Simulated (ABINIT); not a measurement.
A calculation with ABINIT 10.8.3 (patched build) of CuO (ASE script, Cartesian positions):

File run.py:

```python
import json, os
import numpy as np
from ase.units import GPa
from ase.calculators.abinit import Abinit, AbinitProfile
from ase.io import read

atoms = read('CuO.xyz')

profile = AbinitProfile(command='mpirun --bind-to none -np 4 abinit', pp_paths=[os.path.abspath('pseudos')])
params = dict(
    pps='pawxml', xc='PBE',
    chksymtnons=0,
    tolsym=1e-06,
    ecut=707.496,
    pawecutdg=1306.1465,
    pawxcdev=0,
    pawovlp=-1,
    kptopt=1,
    ngkpt=[10, 10, 5],
    nshiftk=1,
    shiftk=[0.0, 0.0, 0.0],
    ixc=11,
    nband=30,
    occopt=3,
    tsmear=0.05,
    nstep=100,
    tolvrs=1e-09,
    prtwf=0,
    prtden=0,
)

atoms.calc = Abinit(profile=profile, directory='run', **params)
energy = atoms.get_potential_energy()
forces = atoms.get_forces()
stress = atoms.get_stress()
print(f'energy {energy:.6f} eV')
print('forces (eV/A)')
print(np.round(forces, 5))
print('stress (GPa, Voigt, tension positive)', np.round(stress / GPa, 4))
json.dump(dict(energy=energy, forces=forces.tolist(), stress=stress.tolist(), cell=atoms.cell.tolist(), frac=atoms.get_scaled_positions(wrap=False).tolist()), open('results.json', 'w'))
```

The input CuO.xyz:

```xyz
4
Lattice="2.3055752800 -1.7296126400 0.0728065900 2.3157556600 1.7435441000 0.0481486400 -0.7080927800 -0.0389675500 5.1290691300" Properties=species:S:1:pos:R:3 pbc="T T T"
Cu     1.1008118190      0.8092754793      0.3340930879
Cu     1.1067118793     -0.5642900812      2.4734964486
O      1.8111344111     -0.4787522425      1.4094805096
O      1.8511991146      0.1962126924      3.6579664421
```

Potentials or basis: JTH PAW PBE v2.0.

The run is started by

```bash
$ python run.py
```

**Question.** Write the same calculation in another form: native input, structure from a POSCAR.

**Answer.** As run:

Contents of run.abi:

```
pp_dirpath "./"
pseudos "Cu.GGA_PBE-JTH.xml, O.GGA_PBE-JTH.xml"

structure "poscar:POSCAR"
natom 4
chkprim 0
chksymtnons 0
tolsym 1.0e-6

ecut 26.0
pawecutdg 48.0
pawxcdev 0
pawovlp -1

kptopt 1
ngkpt 10 10 5
nshiftk 1
shiftk 0.0 0.0 0.0

ixc 11

nband 30
occopt 3
tsmear 0.00183747

nstep 100
tolvrs 1.0e-9

iomode 3
prtwf 0
prtden 0
prteig 0
prtebands 0
```

POSCAR

```
CuO
1.0
    2.3055752800     -1.7296126400      0.0728065900
    2.3157556600      1.7435441000      0.0481486400
   -0.7080927800     -0.0389675500      5.1290691300
Cu O
2 2
Direct
    0.0142532200      0.4796454100      0.0604322300  Cu
    0.4708797100      0.1540682100      0.4741201700  Cu
    0.5692681500      0.2960328600      0.2639427200  O
    0.4455989200      0.5702535100      0.7015048700  O
```

Potentials or basis: JTH PAW PBE v2.0.

Launch:

```bash
$ mpirun --bind-to none -np 4 abinit run.abi > log 2>&1
```

Both were run:

|  | ASE script, Cartesian positions | native input, structure from a POSCAR |
| --- | --- | --- |
| Pressure | 97.2 GPa | 97.2 GPa |
| Largest force | 41.816 eV/Å | 41.816 eV/Å |
| Band gap on the k mesh | none (metal or under the smearing width) | none (metal or under the smearing width) |

Keys that steer only the numerical path or the files written may differ.

Caveat: the atomic spheres overlap; the cell as given lies far from equilibrium; so large a pressure means that the cell lies far from this level's equilibrium, or that cutoff or potentials fall short; the run has no spin polarisation, though such a crystal can be magnetic; semilocal functionals often make such compounds metallic where correlation or magnetic order opens a gap, which also shifts bond lengths; forces of over 1 eV/Å show positions far from the minimum, so gaps and moduli don't describe the material at rest.
